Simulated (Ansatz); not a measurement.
## N under changes of volume

One of the cells (6.723 Å³/atom); the others are scaled copies at fixed shape and fractional positions:

```
CELL_PARAMETERS angstrom
2.51947 0.00000 0.00000
-1.25974 2.18193 0.00000
0.00000 0.00000 2.44600
ATOMIC_POSITIONS crystal
N 0.33333 0.66667 0.75000
N 0.66667 0.33333 0.25000
```

The real solid is made of molecules; this cell is a model form.

| Item | Value |
| --- | --- |
| Program | Ansatz 0.2.0 |
| Functional | PBE |
| Potentials or basis | Ansatz PAW |
| Cutoff | 420 eV (not typed: the program's choice for these potentials) |
| k mesh | 12 × 12 × 11 |
| Occupations | fermi-dirac, width 0.05 eV |
| Spin | no spin polarisation |

```csv
volume (Å³/atom),energy over the lowest point (meV/atom),pressure (GPa)
6.320,?,?
6.454,35.53,20.0
6.589,21.03,14.9
6.723,10.51,10.2
6.858,3.70,5.9
6.992,0.26,2.0
7.127,0.00,-1.7
```

Question: What does the run at 6.320 Å³/atom give?

Answer: Energy over the lowest point 54.42 meV/atom; pressure 25.5 GPa.

Worked out: A Birch-Murnaghan fit of order 3 (a polynomial in V^(-2/3)) to the other rows has its minimum at 7.07 Å³/atom with B0 = V·E''(V) = 189 GPa and B' = 2.9 at fixed shape and positions, which overstates the stiffness. It gives 54.20 meV/atom at 6.320 Å³/atom, against the run's 54.42, and -dE/dV = 25.0 GPa, against 25.5.

Energies are extrapolated to zero smearing.
